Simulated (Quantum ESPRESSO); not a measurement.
# Rb (Im-3m) in Quantum ESPRESSO: equation of state, part 2 of 2

Quantum ESPRESSO 7.5. The steps go on from the part before.

**4. Single point, PBE, 86.28 Å³/atom**

pw.in

```
&CONTROL
  calculation = 'scf'
  prefix = 'pwscf'
  outdir = './tmp'
  pseudo_dir = './pseudo'
  tprnfor = .true.
  tstress = .true.
  disk_io = 'nowf'
/
&SYSTEM
  ibrav = 0
  nat = 1
  ntyp = 1
  ecutwfc = 60
  nbnd = 10
  occupations = 'smearing'
  smearing = 'fd'
  degauss = 0.00367493
/
&ELECTRONS
  conv_thr = 2d-10
  electron_maxstep = 120
  mixing_beta = 0.5
/
ATOMIC_SPECIES
Rb    85.4678 Rb_ONCV_PBE-1.0.oncvpsp.upf
CELL_PARAMETERS angstrom
  -2.7836907084    2.7836907084    2.7836907084
   2.7836907084   -2.7836907084    2.7836907084
   2.7836907084    2.7836907084   -2.7836907084
ATOMIC_POSITIONS crystal
Rb     0.0000000000    0.0000000000    0.0000000000
K_POINTS automatic
7 7 7 0 0 0
```

Potentials or basis: SSSP 1.3 efficiency PBE.

Run with:

```console
OMP_NUM_THREADS=1 pw.x -in pw.in > pw.out
```

pw.out:

```text
This program is part of the open-source Quantum ESPRESSO suite
     for quantum simulation of materials; please cite
[... 6 lines left out ...]
     using ibrav=0 with symmetry is DISCOURAGED, use correct ibrav instead

     Subspace diagonalization in iterative solution of the eigenvalue problem:
     a serial algorithm will be used

     G-vector sticks info
     --------------------
     sticks:   dense  smooth     PW     G-vecs:    dense   smooth      PW
     Sum        1489    1489    419                36465    36465    5481

     Using Slab Decomposition

     bravais-lattice index     =            0
     lattice parameter (alat)  =       9.1113  a.u.
     unit-cell volume          =     582.2635 (a.u.)^3
     number of atoms/cell      =            1
     number of atomic types    =            1
     number of electrons       =         9.00
     number of Kohn-Sham states=           10
     kinetic-energy cutoff     =      60.0000  Ry
     charge density cutoff     =     240.0000  Ry
     scf convergence threshold =      2.0E-10
     mixing beta               =       0.5000
     number of iterations used =            8  plain     mixing
     Exchange-correlation= PBE
                           (   1   4   3   4   0   0   0)

     celldm(1)=   9.111303  celldm(2)=   0.000000  celldm(3)=   0.000000
     celldm(4)=   0.000000  celldm(5)=   0.000000  celldm(6)=   0.000000

     crystal axes: (cart. coord. in units of alat)
               a(1) = (  -0.577350   0.577350   0.577350 )
               a(2) = (   0.577350  -0.577350   0.577350 )
               a(3) = (   0.577350   0.577350  -0.577350 )

     reciprocal axes: (cart. coord. in units 2 pi/alat)
               b(1) = (  0.000000  0.866025  0.866025 )
               b(2) = (  0.866025  0.000000  0.866025 )
               b(3) = (  0.866025  0.866025  0.000000 )

     PseudoPot. # 1 for Rb read from file:
     Rb_ONCV_PBE-1.0.oncvpsp.upf
     Pseudo is Norm-conserving, Zval =  9.0
     Generated using ONCVPSP code by D. R. Hamann
     Using radial grid of 2308 points,  6 beta functions with:
                l(1) =   0
                l(2) =   0
                l(3) =   1
                l(4) =   1
                l(5) =   2
                l(6) =   2

     atomic species   valence    mass     pseudopotential
     Rb                9.00    85.46780     Rb( 1.00)

     48 Sym. Ops., with inversion, found

   Cartesian axes

     site n.     atom                  positions (alat units)
         1        Rb     tau(   1) = (   0.0000000   0.0000000   0.0000000  )

     number of k points=    20  Fermi-Dirac smearing, width (Ry)=  0.0037
                       cart. coord. in units 2pi/alat
        k(    1) = (   0.0000000   0.0000000   0.0000000), wk =   0.0058309
        k(    2) = (   0.1237179   0.1237179   0.0000000), wk =   0.0699708
        k(    3) = (   0.2474358   0.2474358   0.0000000), wk =   0.0699708
        k(    4) = (   0.3711537   0.3711537   0.0000000), wk =   0.0699708
        k(    5) = (   0.2474358   0.1237179   0.1237179), wk =   0.1399417
        k(    6) = (   0.3711537   0.2474358   0.1237179), wk =   0.2798834
[... 12 lines left out ...]
        k(   19) = (  -0.7423075  -0.1237179  -0.1237179), wk =   0.0466472
        k(   20) = (  -0.0000000  -0.0000000   0.7423075), wk =   0.0349854

     Dense  grid:    36465 G-vectors     FFT dimensions: (  45,  45,  45)

     Initial potential from superposition of free atoms

     starting charge       8.9752, renormalised to       9.0000
     Starting wfcs are    5 randomized atomic wfcs +    5 random wfcs

     Self-consistent Calculation

     iteration #  1     ecut=    60.00 Ry     beta= 0.50
     Davidson diagonalization with overlap
     ethr =  1.00E-02,  avg # of iterations =  7.5

     Threshold (ethr) on eigenvalues was too large:
     Diagonalizing with lowered threshold

     Davidson diagonalization with overlap
     ethr =  1.53E-05,  avg # of iterations =  6.8

     total energy              =     -48.92478086 Ry
     estimated scf accuracy    <       0.00141792 Ry
[... 29 lines left out ...]
     iteration #  6     ecut=    60.00 Ry     beta= 0.50
     Davidson diagonalization with overlap
     ethr =  1.96E-11,  avg # of iterations =  2.2

     End of self-consistent calculation

          k = 0.0000 0.0000 0.0000 (  4585 PWs)   bands (ev):

   -26.7302 -10.7665 -10.7665 -10.7665   0.1066   5.8788   5.8788   5.8788
     6.8476   6.8476
[... 53 lines left out ...]
   -26.7245 -10.8345 -10.8345 -10.7981   3.3415   3.3415   3.5071   5.2962
     7.5146   7.5146

          k = 0.0000-0.1237 0.3712 (  4568 PWs)   bands (ev):

   -26.7260 -10.8348 -10.7977 -10.7835   1.2837   4.4152   5.1592   5.6664
     6.7869   7.2589

          k =-0.0000-0.2474 0.4949 (  4576 PWs)   bands (ev):

   -26.7242 -10.8700 -10.8109 -10.7825   2.2511   3.3933   4.9164   5.5679
     7.0511   7.8126

          k = 0.1237-0.1237 0.4949 (  4555 PWs)   bands (ev):

   -26.7241 -10.8552 -10.8191 -10.7910   2.0950   3.8648   4.5972   5.8340
     6.5234   7.4457

          k =-0.7423-0.2474-0.2474 (  4576 PWs)   bands (ev):

   -26.7232 -10.8632 -10.8325 -10.7912   3.0401   3.1239   4.1973   5.9020
     6.7115   7.4016

          k = 0.0000 0.0000 0.4949 (  4557 PWs)   bands (ev):
[... 6 lines left out ...]
   -26.7224 -10.8570 -10.8293 -10.8175   2.7572   3.5664   4.9158   5.2225
     6.1472   7.8148

          k =-0.7423-0.1237-0.1237 (  4577 PWs)   bands (ev):

   -26.7216 -10.8499 -10.8499 -10.8210   3.3255   3.3255   4.4161   5.8610
     5.8610   7.5831

          k =-0.0000-0.0000 0.7423 (  4557 PWs)   bands (ev):

   -26.7209 -10.8477 -10.8440 -10.8440   3.2190   3.4624   5.3409   5.4642
     5.4642   7.7999

     the Fermi energy is     2.1427 ev

!    total energy              =     -48.92498118 Ry
     estimated scf accuracy    <          1.9E-10 Ry
     smearing contrib. (-TS)   =      -0.00057548 Ry
     internal energy E=F+TS    =     -48.92440570 Ry

     The total energy is F=E-TS. E is the sum of the following terms:
     one-electron contribution =     -28.03243061 Ry
     hartree contribution      =      14.50749539 Ry
     xc contribution           =      -7.38095688 Ry
     ewald contribution        =     -28.01851361 Ry

     convergence has been achieved in   6 iterations

     Forces acting on atoms (cartesian axes, Ry/au):

     atom    1 type  1   force =     0.00000000    0.00000000    0.00000000

     Total force =     0.000000     Total SCF correction =     0.000000

     Computing stress (Cartesian axis) and pressure

          total   stress  (Ry/bohr**3)                   (kbar)     P=        1.59
   0.00001082   0.00000000   0.00000000            1.59        0.00        0.00
   0.00000000   0.00001082   0.00000000            0.00        1.59        0.00
  -0.00000000  -0.00000000   0.00001082           -0.00       -0.00        1.59

=------------------------------------------------------------------------------=
   JOB DONE.
=------------------------------------------------------------------------------=
```

Run time: 11 s. Hardware: 1 thread of AMD EPYC 7R43 (Zen 3), shared host; peak memory 0.09 GiB.

Results:

* Free energy: -665.6583 eV
* Pressure: 0.2 GPa
* Band gap on the k mesh: none (metal or under the smearing width)

**5. Single point, PBE, 88.04 Å³/atom**

pw.in: that of step 4 with these lines changed.

```diff
@@ -27,5 +27,5 @@
 CELL_PARAMETERS angstrom
-  -2.7836907084    2.7836907084    2.7836907084
-   2.7836907084   -2.7836907084    2.7836907084
-   2.7836907084    2.7836907084   -2.7836907084
+  -2.8025000000    2.8025000000    2.8025000000
+   2.8025000000   -2.8025000000    2.8025000000
+   2.8025000000    2.8025000000   -2.8025000000
 ATOMIC_POSITIONS crystal
```

Run with:

```console
OMP_NUM_THREADS=1 pw.x -in pw.in > pw.out
```

Wall time 13 s (1 thread of AMD EPYC 7R43 (Zen 3), shared host); peak memory 0.09 GiB.

It converged, with:

- Free energy: -665.6597 eV
- Pressure: 0.1 GPa
- Band gap on the k mesh: none (metal or under the smearing width)

**6. Single point, PBE, 89.80 Å³/atom**

pw.in: that of step 5 with these lines changed.

```diff
@@ -27,5 +27,5 @@
 CELL_PARAMETERS angstrom
-  -2.8025000000    2.8025000000    2.8025000000
-   2.8025000000   -2.8025000000    2.8025000000
-   2.8025000000    2.8025000000   -2.8025000000
+  -2.8210601435    2.8210601435    2.8210601435
+   2.8210601435   -2.8210601435    2.8210601435
+   2.8210601435    2.8210601435   -2.8210601435
 ATOMIC_POSITIONS crystal
```

Potentials or basis: SSSP 1.3 efficiency PBE.

Run with:

```console
OMP_NUM_THREADS=1 pw.x -in pw.in > pw.out
```

Wall time 12 s (1 thread of AMD EPYC 7R43 (Zen 3), shared host); peak memory 0.09 GiB.

The run converged. Its results:

| Quantity | Value |
| --- | --- |
| Free energy | -665.6603 eV |
| Pressure | 0.0 GPa |
| Band gap on the k mesh | none (metal or under the smearing width) |

**7. Single point, PBE, 91.57 Å³/atom**

pw.in: that of step 6 with these lines changed.

```diff
@@ -27,5 +27,5 @@
 CELL_PARAMETERS angstrom
-  -2.8210601435    2.8210601435    2.8210601435
-   2.8210601435   -2.8210601435    2.8210601435
-   2.8210601435    2.8210601435   -2.8210601435
+  -2.8393792292    2.8393792292    2.8393792292
+   2.8393792292   -2.8393792292    2.8393792292
+   2.8393792292    2.8393792292   -2.8393792292
 ATOMIC_POSITIONS crystal
```

Run with:

```console
OMP_NUM_THREADS=1 pw.x -in pw.in > pw.out
```

It took 12 s on 1 thread of AMD EPYC 7R43 (Zen 3), shared host; peak memory 0.09 GiB.

The run converged. Its results:

```
Free energy            : -665.6604 eV
Pressure               : 0.0 GPa
Band gap on the k mesh : none (metal or under the smearing width)
```

**8. Single point, PBE, 93.33 Å³/atom**

pw.in: that of step 7 with these lines changed.

```diff
@@ -27,5 +27,5 @@
 CELL_PARAMETERS angstrom
-  -2.8393792292    2.8393792292    2.8393792292
-   2.8393792292   -2.8393792292    2.8393792292
-   2.8393792292    2.8393792292   -2.8393792292
+  -2.8574649348    2.8574649348    2.8574649348
+   2.8574649348   -2.8574649348    2.8574649348
+   2.8574649348    2.8574649348   -2.8574649348
 ATOMIC_POSITIONS crystal
```

Run with:

```console
OMP_NUM_THREADS=1 pw.x -in pw.in > pw.out
```

Run time: 15 s. Hardware: 1 thread of AMD EPYC 7R43 (Zen 3), shared host; peak memory 0.09 GiB.

It converged, with:

```yaml
Free_energy: -665.6599 eV
Pressure: -0.1 GPa
Band_gap_on_the_k_mesh: none (metal or under the smearing width)
```

**9. Equation of state, PBE**

Potentials or basis: SSSP 1.3 efficiency PBE.

This step only gathers the single runs of the series.

What came out:

```yaml
Equilibrium_volume: 90.86 Å³/atom
Bulk_modulus: 2.8 GPa
Pressure_derivative_of_the_bulk_modulus: 3.8
```

Energy against volume, from the lowest point:
| volume (Å³/atom) | energy (meV/atom) |
| --- | --- |
| 82.761 | 7.23 |
| 84.522 | 4.26 |
| 86.283 | 2.13 |
| 88.043 | 0.75 |
| 89.804 | 0.06 |
| 91.565 | 0.00 |
| 93.326 | 0.51 |

PBE usually gives volumes a little too large and moduli too small. Zero-point motion and thermal expansion aren't in these numbers.
